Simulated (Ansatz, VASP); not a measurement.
One calculation of In, two programs

The input INCAR:

```
  PREC = Accurate
  ENCUT = 520
  EDIFF = 1E-7
  ISMEAR = -1
  SIGMA = 0.08
  LREAL = F
  LASPH = T
  NELM = 100
  ALGO = Normal
  ISIF = 2
  LWAVE = F
  LCHARG = T
  GGA = PE
  LELF = T
  LVHAR = T
  NBANDS = 20
```

The input KPOINTS:

```
regular mesh
0
Gamma
  13 13 7
```

The input POSCAR:

```
In
1.0
    3.2492491273      0.0000000000      0.0000000000
   -1.6246245636      2.8139322875      0.0000000000
    0.0000000000      0.0000000000      5.1652641389
In
2
Direct
    0.3333333333      0.6666666667      0.2500000000
    0.6666666667      0.3333333333      0.7500000000
```

Input for Ansatz:

```yaml
crystal:
  lattice:
    - [3.2492491273, 0.0, 0.0]
    - [-1.6246245636, 2.8139322875, 0.0]
    - [0.0, 0.0, 5.1652641389]
  atoms:
    - { symbol: In, position: [0.3333333333, 0.6666666667, 0.25] }
    - { symbol: In, position: [0.6666666667, 0.3333333333, 0.75] }
kpoints:
  mp_grid: { grid: [13, 13, 7] }
scf:
  occupations: { method: fermi_dirac, width: 0.08 }
hamiltonian:
  xc: pbe
  pseudopotentials: { kind: all_electron, lapw: { basis_error: 0.001 } }
output:
  forces: true
  stress: true
  eigenvalues: true
  populations: true
```

Change from the starting cell: volume scaled by 0.85, LAPW.

Alike in both runs: task single point; functional PBE; k mesh 13 × 13 × 7; occupations fermi-dirac, width 0.08 eV; no spin polarisation.

```csv
,VASP,Ansatz
version,VASP 6.6.1,Ansatz 0.2.0
potentials or method,"VASP PAW PBE potentials, release 64 (In_d)","all-electron LAPW, scalar-relativistic"
plane-wave cutoff (eV),520,see its input
```

```csv
,VASP,Ansatz,Ansatz less VASP
pressure (GPa),8.3,8.3,+0.03
```

Ansatz ran all-electron here, so the differences hold the error of VASP's frozen core and of both bases.
